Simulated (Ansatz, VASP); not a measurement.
# One calculation of Rb, two programs

```xyz
1
Lattice="-2.8025 2.8025 2.8025 2.8025 -2.8025 2.8025 2.8025 2.8025 -2.8025" Properties=species:S:1:pos:R:3 pbc="T T T"
Rb    0.0000    0.0000    0.0000
```

Alike in both runs: functional PBEsol; k mesh 5 × 5 × 5; occupations fermi-dirac, width 0.05 eV; non-collinear spin, spin-orbit coupling.

|  | VASP | Ansatz |
| --- | --- | --- |
| version | VASP 6.6.1 | Ansatz 0.2.0 |
| potentials or method | VASP PAW PBE potentials, release 64 (Rb_sv), cutoff 520 eV | all-electron LAPW, relativistic spinors |
| task | single point | band structure |

|  | VASP | Ansatz | Ansatz less VASP |
| --- | --- | --- | --- |
| gap on the k mesh at the Fermi level (eV) | none | none | - |
| pressure (GPa) | -0.1 | -0.1 | +0.01 |
| net moment per atom (μB) | 0.00 | 0.00 | 0.000 |

A gap of «none» marks a metal or a gap that the smearing closes. Ansatz ran all-electron here, so the differences hold the error of VASP's frozen core and of both bases.

Caveats: the PAW data sets were made with another functional, which shifts forces and pressure a little (VASP); the k mesh is thin for a metal, which can move the energy by tens of meV per atom (Ansatz).
